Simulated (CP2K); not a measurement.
Band structure of InCuS2 (I-42d, 8 atoms in the cell).

```
CELL_PARAMETERS angstrom
      6.76608     0.00000     0.00000
      2.30156     6.36259     0.00000
     -4.53382    -3.18130     3.88634
ATOMIC_POSITIONS crystal
  In 0.50000 0.50000 0.00000
  In 0.25000 0.75000 0.50000
  Cu 0.75000 0.25000 0.50000
  Cu 0.00000 0.00000 0.00000
  S  0.87500 0.90380 0.52880
  S  0.09620 0.62500 0.97120
  S  0.37500 0.34620 0.47120
  S  0.65380 0.12500 0.02880
```

Level of theory: PBE, GPW, DZVP-MOLOPT-SR-GTH basis, GTH-PBE potentials (GTH_POTENTIALS) in CP2K.

Settings: CUTOFF = 600 Ry; REL_CUTOFF = 50 Ry; SMEAR/METHOD = GAUSSIAN; SIGMA = 0.2 eV; KPOINTS/SCHEME = MONKHORST-PACK 5 5 5; XC_FUNCTIONAL = PBE; In/BASIS_SET = DZVP-MOLOPT-SR-GTH; In/POTENTIAL = GTH-PBE-q13; Cu/BASIS_SET = DZVP-MOLOPT-SR-GTH; Cu/POTENTIAL = GTH-PBE-q11; S/BASIS_SET = DZVP-MOLOPT-SR-GTH; S/POTENTIAL = GTH-PBE-q6; METHOD = GPW; EPS_DEFAULT = 1e-11.

The starting cell comes from a database of computed structures (which also holds hypothetical and non-ambient phases and stackings), without a prior relaxation at this level. Its lattice was rescaled by a random factor within 2.5 % of one. Spin polarisation is off. Values carry the incompleteness of an atom-centred basis. The run gives no clean gap (levels at the Fermi energy touch, overlap or are partly filled at this smearing), which alone does not show that the compound is a metal.

Levels in eV from the Fermi level, bands 33 to 38:
| point | 33 | 34 | 35 | 36 | 37 | 38 |
|---|---|---|---|---|---|---|
| Γ | -1.63 | -0.17 | -0.17 | -0.15 | -0.09 | 1.89 |
| X | -0.92 | -0.92 | -0.61 | -0.61 | 1.15 | 1.15 |
| Y | -0.95 | -0.95 | -0.76 | -0.76 | 1.37 | 1.37 |
| S | -1.46 | -1.14 | -0.85 | -0.74 | 2.03 | 2.26 |
| Z | -1.28 | -1.28 | -0.98 | -0.98 | 1.83 | 1.83 |
| S1 | -1.46 | -1.14 | -0.85 | -0.74 | 2.03 | 2.26 |
| N | -1.36 | -1.29 | -1.11 | -0.63 | 2.01 | 2.42 |
| P | -0.92 | -0.92 | -0.75 | -0.75 | 1.39 | 1.39 |
| Y1 | -0.95 | -0.95 | -0.76 | -0.76 | 1.37 | 1.37 |

Bands cross the Fermi level along this path, so the cell is metallic at this level.

Higher empty bands are left out: an atom-centred basis made for the valence describes them poorly.
